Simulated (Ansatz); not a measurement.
# NaH: relaxation and properties

The task here is to estimate one member of a computed series from the others.

Method: DFT PBE, scalar-relativistic, plane waves, PAW, in Ansatz 0.2.0.

### The starting structure

Symmetry: Fm-3m, No. 225, cubic system. The conventional cell has a = 4.880 Å, b = 4.880 Å, c = 4.880 Å, α = 90.00°, β = 90.00°, γ = 90.00°. Around Na (site symmetry m-3m) lie 6 H at 2.44 Å. H (site symmetry m-3m) has 6 Na at 2.44 Å as nearest neighbours.

Coordinates:

```cif
data_structure
_symmetry_space_group_name_H-M 'Fm-3m'
_symmetry_Int_Tables_number 225
_cell_length_a 4.8800
_cell_length_b 4.8800
_cell_length_c 4.8800
_cell_angle_alpha 90.000
_cell_angle_beta 90.000
_cell_angle_gamma 90.000
_cell_volume 116.21
loop_
_atom_site_label
_atom_site_type_symbol
_atom_site_symmetry_multiplicity
_atom_site_Wyckoff_symbol
_atom_site_fract_x
_atom_site_fract_y
_atom_site_fract_z
_atom_site_occupancy
Na1 Na 4 a 0.00000 0.00000 0.00000 1
H1 H 4 b 0.50000 0.00000 0.00000 1
```

The structure comes from the Crystallography Open Database.

Set-up of the first run:

(A quick probe on a coarse mesh, which set the mesh and smearing, is not shown.)

The input, input.yaml:

```yaml
crystal:
  lattice:
    - [0.0, 2.44, 2.44]
    - [2.44, 0.0, 2.44]
    - [2.44, 2.44, 0.0]
  atoms:
    - { symbol: Na, position: [0.0, 0.0, 0.0] }
    - { symbol: H, position: [0.5, 0.5, 0.5] }
basis:
  ecutwfc: 420
kpoints:
  mp_grid: { grid: [8, 8, 8] }
hamiltonian:
  xc: pbe
scf:
  occupations: { method: gaussian, width: 0.02 }
output:
  forces: true
  stress: true
  eigenvalues: true
  write_density: true
  write_potential: true
  elf: true
  volumetric_format: npy
relax:
  adjacent_minimum: "off"
  f_tol: 0.005
  max_steps: 80
  cell: { stress_tol: 0.05 }
```

Launch:

```
$ ansatz run input.yaml --threads 1 --pin off --max-ram 2560MiB --backend cpu --events-out ev --progress --plain --runs-dir out
```

Steps of the session up to this table: Relaxing cell and atoms; Bands, states and charges; Seeking the band edges over the whole zone; Eigenvalues a small step from each edge; The cell as listed, for comparison; The cell scaled to 0.97 of its volume; The cell scaled to 1.03 of its volume; Volume × 0.94; Point at V/V0 = 1.06; Point at V/V0 = 0.91; The cell scaled to 1.10 of its volume; Volume × 0.88.

One table of the session follows, with a row left open; its other results are not shown here.

It belongs to the step «Equation of state». 

```
volume (Å³/atom)  energy above the lowest point (meV/atom)  pressure (GPa)  gap on the mesh (eV)
          12.411                                      18.0            3.77                  3.98
          12.834                                       9.6            2.61                  3.92
          13.257                                       4.0            1.61                  3.87
          13.680                                       1.0            0.75                  3.81
          14.103                                       0.0            0.00                  3.76
          14.526                                         ?               ?                     ?
          14.949                                       3.4           -1.22                  3.67
          15.513                                       8.8           -1.86                  3.61
```

Q: Estimate the row for volume (Å³/atom) = 14.526 from the others.

Worked estimate for «energy above the lowest point (meV/atom)». A straight line through the neighbours (14.103, 0.0) and (14.949, 3.4) gives 0.0 + (3.4 − 0.0) × (14.526 − 14.103) / (14.949 − 14.103) = 1.7; a parabola fitted to 4 rows on both sides gives 0.9.

**Answer.** energy above the lowest point (meV/atom): 0.9; pressure (GPa): -0.65; gap on the mesh (eV): 3.71. In «energy above the lowest point (meV/atom)» the line misses by +0.8 and the parabola by 0.0.

To keep in mind: The start is a reported cell, which holds thermal expansion that this zero-temperature run lacks.
